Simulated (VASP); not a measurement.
Sb:

```xyz
2
Lattice="2.1542 1.2437 3.7580 -2.1542 1.2437 3.7580 0.0000 -2.4875 3.7580" Properties=species:S:1:pos:R:3 pbc="T T T"
Sb    0.0000    0.0000    2.6324
Sb    0.0000    0.0000    8.6416
```

```yaml
Program: VASP 6.6.1
Task: relaxation of cell and atoms
Functional: PBEsol
Potentials_or_basis: VASP PAW PBE potentials, release 64 (Sb)
Cutoff: 600 eV
k_mesh: 12 × 12 × 10
Occupations: methfessel-paxton, width 0.1 eV
Spin: no spin polarisation
```

At the start: pressure 0.2 GPa; volume 30.21 Å³/atom.

Task: Where does the relaxation end?

Result: Over 9 steps the energy falls by 3.8 meV/atom and the volume is 29.77 Å³/atom (-1.4 %); space group R-3m (No. 166, to 0.05 Å).

The path:
```
step  energy change (eV)  largest force (eV/Å)  pressure (GPa)  volume (Å³)
   1              0.0000                0.2036            0.24        60.41
   2             -0.0030                0.0801           -0.44        60.80
   3             -0.0031                0.0515           -0.60        60.90
   4             -0.0056                0.0290           -0.39        60.43
   5             -0.0075                0.0076            0.03        59.61
   6             -0.0075                0.0096            0.06        59.56
   7             -0.0076                0.0107            0.00        59.59
   8             -0.0076                0.0113           -0.04        59.61
   9             -0.0076                0.0008            0.03        59.55
```

Final structure:
```
Sb
1.0
     2.16219    1.24834    3.67702
    -2.16219    1.24834    3.67702
     0.00000   -2.49669    3.67702
Sb
2
Cartesian
  0.0000 0.0000 2.6089
  0.0000 0.0000 8.4222
```

Caveat: the PAW data sets were made with another functional, which shifts forces and pressure a little.
